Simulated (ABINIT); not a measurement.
As in ABINIT: the effect of target pressure

Crystal: As.

```
As
1.0
     1.88080    1.08588    3.51406
    -1.88080    1.08588    3.51406
     0.00000   -2.17176    3.51406
As
2
Cartesian
  0.0000 0.0000 2.3825
  0.0000 0.0000 8.1597
```

Alike in all runs:

```yaml
Program: ABINIT 10.8.3 (patched build)
Task: relaxation of cell and atoms
Functional: PBE
Potentials_or_basis: JTH PAW PBE v2.0
Cutoff: 408 eV
k_mesh: 9 × 9 × 9
Occupations: fermi-dirac, width 0.05 eV
Spin: no spin polarisation
```

Each run relaxes the cell or the atoms first.

```csv
target pressure,relaxed volume (Å³/atom)
0 GPa,22.61
5 GPa,20.39
10 GPa,19.10
20 GPa,?
30 GPa,16.27
```

Task: What does the run with target pressure 20 GPa give?

Result: Relaxed volume 17.46 Å³/atom.

Worked out: In Murnaghan's law V^(-B') rises as a straight line in P. The other rows fit best with B' = 4.7, V0 = 22.62 Å³/atom and B0 = 38 GPa, which gives 17.36 Å³/atom at 20 GPa, against the run's 17.46.

Caveats: the volume moved by over 15 % at a fixed basis, so the end points are rough (some runs).
